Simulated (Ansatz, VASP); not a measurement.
# Ag: VASP beside Ansatz

```
CELL_PARAMETERS angstrom
2.93418 0.00000 0.00000
-1.46709 2.54107 0.00000
0.00000 0.00000 4.79908
ATOMIC_POSITIONS crystal
Ag 0.33333 0.66667 0.25000
Ag 0.66667 0.33333 0.75000
```

This isn't the form of Ag at room conditions, which is fcc.

Alike in both runs: functional PBE; k mesh 18 × 18 × 10; occupations gaussian, width 0.1 eV; no spin polarisation.

Ansatz relaxed the structure, and its values are those at the end. VASP's run is a single point on that final structure, the one shown.

|  | VASP | Ansatz |
| --- | --- | --- |
| version | VASP 6.6.1 | Ansatz 0.2.0 |
| potentials or method | VASP PAW PBE potentials, release 64 (Ag) | scalar-relativistic, plane waves, PAW |
| plane-wave cutoff (eV) | 520 | 420 |
| valence electrons in the cell | 22 | 38 |

```csv
,VASP,Ansatz,Ansatz less VASP
gap on the k mesh at the Fermi level (eV),none,none,-
pressure (GPa),0.0,0.0,+0.03
```

A gap of «none» marks a metal or a gap that the smearing closes. With one functional, cell and mesh, what is left measures potentials, basis and numerics. The two sets of potentials don't hold the same shells in valence.
